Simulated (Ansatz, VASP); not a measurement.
# InAs in two plane-wave programs, part 2 of 2

Aim: how closely do two programs agree when they are given the same cell, functional and k mesh? Of the first pair: The cell is taken from a series of runs on this material, whose earlier steps may have relaxed, scaled, displaced or heated it; both programs get it as it stands.

VASP 6.6.1 and Ansatz 0.2.0.

So far: The starting structure; Ansatz: relaxation of cell and atoms, PBEsol; VASP: relaxation of cell and atoms, PBEsol; Differences; Ansatz: relaxation, PBEsol.

### 6. VASP: single point, PBEsol, pair 2

Level of this step: PBEsol; plane waves and PAW (As, In_d) (VASP).

The same cell, functional, mesh and smearing now go to VASP, with its own data sets.

The input, INCAR:

```
SYSTEM = InAs
PREC = Accurate
ENCUT = 500
EDIFF = 1E-06
NELM = 120
ISMEAR = 1
SIGMA = 0.2
LREAL = .FALSE.
ALGO = Normal
GGA = PS
NBANDS = 15
LORBIT = 11
LWAVE = .FALSE.
LCHARG = .FALSE.
ISIF = 2
LASPH = .TRUE.
GGA_COMPAT = .FALSE.
KPAR = 2
```

The input, POSCAR:

```
InAs
1.0
    0.0000000000      2.9217981285      3.1767511962
    2.9217981285      0.0000000000      3.1767511962
    2.9217981285      2.9217981285      0.0000000000
As In
1 1
Direct
    0.7500000000      0.7500000000      0.7500000000
    0.0000000000      0.0000000000      0.0000000000
```

The input, KPOINTS:

```
Automatic mesh
0
Gamma
12 12 12
0 0 0
```

Potentials, in the order of the species: As and In_d (PBE family, release 64).

Run with:

```
$ mpirun -np 2 vasp_std
```

Numbers of over 12 decimals in the logs are rounded to 6 here.

The program printed:

```text
[banner, memory and clock lines left out]
running    2 mpi-ranks, on    1 nodes
[...]
[... a notice as in an earlier step ...]

 LDA part: xc-table for (Slater+PW92), standard interpolation
 POSCAR, INCAR and KPOINTS ok, starting setup
[...]
entering main loop
       N       E                     dE             d eps       ncg     rms          rms(c)
DAV:   1     0.112045802213E+03    0.11205E+03   -0.82232E+03  4905   0.128E+03
DAV:   2    -0.116522108844E+01   -0.11321E+03   -0.10897E+03  5261   0.300E+02
DAV:   3    -0.855744846191E+01   -0.73922E+01   -0.73538E+01  6332   0.782E+01
DAV:   4    -0.874310838663E+01   -0.18566E+00   -0.18561E+00  6042   0.138E+01
[...]
DAV:  10    -0.844368534191E+01   -0.63810E-04   -0.13941E-04  7557   0.186E-01    0.700E-02
DAV:  11    -0.844370270770E+01   -0.17366E-04   -0.55501E-05  5955   0.117E-01    0.506E-02
DAV:  12    -0.844370212758E+01    0.58011E-06   -0.68593E-06  5934   0.343E-02
   1 F= -.84437021E+01 E0= -.84437765E+01  d E =0.223120E-03
```

From OUTCAR (step 6):

```text
  Total        1.1633452      1.1633452      0.0310686      0.0000000     -0.0000000      0.0000000
  in kB       34.3641480     34.3641480      0.9177374      0.0000000     -0.0000000      0.0000000
  external PRESSURE =      23.2153445 kB  Pullay stress =       0.0000000 kB

 POSITION                                       TOTAL-FORCE (eV/Angst)
 -----------------------------------------------------------------------------------
      4.38270      4.38270      4.76513        -0.000000     -0.000000     -0.000000
      0.00000      0.00000      0.00000         0.000000      0.000000      0.000000
 -----------------------------------------------------------------------------------
    total drift:                                0.000003      0.000003      0.000002

  FREE ENERGIE OF THE ION-ELECTRON SYSTEM (eV)
  ---------------------------------------------------
  free  energy   TOTEN  =        -8.4437021276 eV

  energy  without entropy=       -8.4439252475  energy(sigma->0) =       -8.44377650

[... 3 further parts left out ...]
[key lines of the parts left out:]
E-fermi :   4.7549
```

The run ends at a pressure of 2.32 GPa.

### 7. Side by side

What differs besides the data sets and the points named for the pairs above, as far as they apply: the data sets hold 28 valence electrons in Ansatz (on its PAW soft_1 files) and 18 in VASP; Ansatz's pressure holds a Pulay correction, VASP's none. Total energies have different zeros and are not compared.

The two programs side by side:

```csv
quantity,Ansatz,VASP,difference
pressure (GPa),2.23,2.32,-0.09
```

### 8. Ansatz: relaxation, PBEsol

This run makes the geometry at which the two programs are then compared. The cell compared in this pair holds 54.81 Å³, against 54.24 Å³ for the pair before.

The structure compared here is the end of the Ansatz relaxation.

The input, input.yaml:

```yaml
crystal:
  lattice:
    - [0.0, 2.9522335257, 3.1114408139]
    - [2.9522335257, 0.0, 3.1114408139]
    - [2.9522335257, 2.9522335257, 0.0]
  atoms:
    - { symbol: As, position: [0.75, 0.75, 0.75] }
    - { symbol: In, position: [0.0, 0.0, 0.0] }
  conventional_axes: [[-1, 1, 1], [1, -1, 1], [1, 1, -1]]
kpoints:
  mp_grid: { grid: [12, 12, 12] }
hamiltonian:
  xc: pbesol
  pseudopotentials: { kind: paw, azcp: { folder: soft_1 }, xc_functional: pbe }
scf:
  occupations: { method: methfessel_paxton, width: 0.2 }
output:
  forces: true
  stress: true
  eigenvalues: true
relax:
  adjacent_minimum: "off"
  f_tol: 0.001
  max_steps: 60
  cell: { stress_tol: 0.01, fix: [a, b, gamma] }
```

Run with:

```
$ ansatz run input.yaml --threads 4 --pin off --max-ram 10240MiB --backend cpu --events-out ev --progress --plain --runs-dir out
```

The program printed:

```text
[...]
Crystal: 2 atoms, lattice volume = 54.237 Å³
Basis set: ecut = 420 eV, 1039 PW (Γ), exchange–correlation on 60×60×60 points (8 copies of the dense FFT grid, shifted against one another)
Bands: 18, of which v1, the nominal top of the filled ones, is band 14 counted from 1 (13 counted from 0)
Symmetry: 8 space group operations
[...]
k-points: 163 of 1728 (time reversal used)
[...]
k-point 162: bands = [... 10 lower, -2.3619, 1.5044, 5.5313, 5.5313, 9.3050, 10.0161, 16.3876, 16.9147]
--- Relaxed structure (3 steps of the walk, 3 accepted, 1 SCFs on fresh bases) ---
[...]
cell:  # Å, volume = 54.8084 Å³
    - [0, 2.9522335257, 3.144242]
    - [2.9522335257, 0, 3.144242]
    - [2.9522335257, 2.9522335257, 0]
  atoms:
    - { symbol: As, position: [0.750000, 0.750000, 0.750000] }
    - { symbol: In, position: [0, 0, 0] }
[key lines of the parts left out:]
SCF converged after 6 iterations
Free energy (F): -10338.871615 eV
Fermi energy:    7.785985 eV
P = ⅓ Tr σ = 1.6178 GPa (16.178 kbar)
```

### 9. VASP: single point, PBEsol, pair 3

The same cell, functional, mesh and smearing now go to VASP, with its own data sets.

INCAR is that of step 6.

The input, POSCAR:

```
InAs
1.0
    0.0000000000      2.9522335257      3.1442419136
    2.9522335257      0.0000000000      3.1442419136
    2.9522335257      2.9522335257      0.0000000000
As In
1 1
Direct
    0.7500000000      0.7500000000      0.7500000000
    0.0000000000      0.0000000000      0.0000000000
```

KPOINTS is that of step 6.

Run with:

```
$ mpirun -np 2 vasp_std
```

The program printed:

```text
[... set-up lines as in an earlier step ...]
 entering main loop
       N       E                     dE             d eps       ncg     rms          rms(c)
DAV:   1     0.111473536595E+03    0.11147E+03   -0.82156E+03  4911   0.127E+03
DAV:   2    -0.123548567322E+01   -0.11271E+03   -0.10844E+03  5289   0.299E+02
DAV:   3    -0.857301908241E+01   -0.73375E+01   -0.73012E+01  6269   0.779E+01
DAV:   4    -0.875899526703E+01   -0.18598E+00   -0.18592E+00  6107   0.137E+01
[...]
DAV:  10    -0.846445465913E+01   -0.64605E-04   -0.13408E-04  7608   0.177E-01    0.702E-02
DAV:  11    -0.846447191289E+01   -0.17254E-04   -0.56440E-05  5919   0.116E-01    0.540E-02
DAV:  12    -0.846447170874E+01    0.20415E-06   -0.67410E-06  5668   0.325E-02
   1 F= -.84644717E+01 E0= -.84645771E+01  d E =0.316094E-03
```

Parts of OUTCAR (step 9):

```text
  Total        0.8593809      0.8593809      0.0293700      0.0000000      0.0000000     -0.0000000
  in kB       25.1216933     25.1216933      0.8585544      0.0000000      0.0000000     -0.0000000
  external PRESSURE =      17.0339804 kB  Pullay stress =       0.0000000 kB

 POSITION                                       TOTAL-FORCE (eV/Angst)
 -----------------------------------------------------------------------------------
      4.42835      4.42835      4.71636         0.000000      0.000000      0.000000
      0.00000      0.00000      0.00000        -0.000000     -0.000000     -0.000000
 -----------------------------------------------------------------------------------
    total drift:                                0.000003      0.000003      0.000006

  FREE ENERGIE OF THE ION-ELECTRON SYSTEM (eV)
  ---------------------------------------------------
  free  energy   TOTEN  =        -8.4644717087 eV

  energy  without entropy=       -8.4647878025  energy(sigma->0) =       -8.46457707

[... 1 part as in an earlier step ...]

[... 2 further parts left out ...]
[key lines of the parts left out:]
E-fermi :   4.5956
```

The run ends at a pressure of 1.70 GPa.

### 10. Differences

What differs besides the data sets and the points named for the pairs above, as far as they apply: the data sets hold 28 valence electrons in Ansatz (on its PAW soft_1 files) and 18 in VASP. Total energies have different zeros and are not compared.

Compared:

| quantity | Ansatz | VASP | difference |
| --- | --- | --- | --- |
| pressure (GPa) | 1.62 | 1.70 | -0.09 |

### 11. What came out

| Quantity | Value |
| --- | --- |
| difference in volume (relaxation of cell and atoms, PBEsol) | -0.20 % |
| difference in pressure (single point, PBEsol, pair 2) | -0.090 GPa |
| difference in pressure (single point, PBEsol, pair 3) | -0.086 GPa |

What this shows: The difference in volume is -0.20 % (relaxation of cell and atoms, PBEsol), within the 1.2 % picked in this series as the mark of a large difference, as far as the stopping tolerances let one tell. The data sets hold unlike numbers of valence electrons (28 in Ansatz and 18 in VASP), so part of the differences comes from the potentials. 2 further runs of this series are not shown here. How closely two codes agree says nothing of how well the functional describes the real material.

[Lines on the potential files, build, host, timing and source positions are cut from VASP's logs without a mark.]

[Logs are printed without paths, hosts, clocks, repeated set-up lines and the standing remarks that a program may print on its own settings, such as how far it seeks lower states.]

[Hosts, paths, dates, database ids (printed as entryN), source tags and the programs' standing remarks are cut or masked in the printed files.]
